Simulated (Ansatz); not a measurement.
## HgTe (Coloradoite) under changes of volume

One of the cells (33.215 Å³/atom); the others are scaled copies at fixed shape and fractional positions:

```
CELL_PARAMETERS angstrom
0.00000 3.21450 3.21450
3.21450 0.00000 3.21450
3.21450 3.21450 0.00000
ATOMIC_POSITIONS crystal
Hg 0.00000 0.00000 0.00000
Te 0.75000 0.75000 0.75000
```

```yaml
Program: Ansatz 0.2.0
Functional: m-r2SCAN
Potentials_or_basis: Ansatz PAW
Cutoff: "500 eV (not typed: the program's choice for these potentials)"
k_mesh: 7 × 7 × 7
Occupations: fermi-dirac, width 0.05 eV
Spin: no spin polarisation
```

```csv
volume (Å³/atom),energy over the lowest point (meV/atom),pressure (GPa)
31.223,83.96,7.2
31.887,57.40,5.7
32.551,36.63,4.4
33.215,21.03,3.2
33.880,?,?
34.544,3.19,1.2
35.208,0.00,0.4
```

What does the run at 33.880 Å³/atom give?

Energy over the lowest point 10.05 meV/atom; pressure 2.1 GPa.

Worked out: A Birch-Murnaghan fit of order 3 (a polynomial in V^(-2/3)) to the other rows has its minimum at 35.52 Å³/atom, just outside them, with B0 = V·E''(V) = 40 GPa and B' = 5.0. It gives 10.04 meV/atom at 33.880 Å³/atom, against the run's 10.05, and -dE/dV = 2.1 GPa, against 2.1.

Energies are extrapolated to zero smearing.

Caveats: the PAW data sets come from PBE, with cores solved anew for the run's functional, which leaves a small shift of forces and pressure.
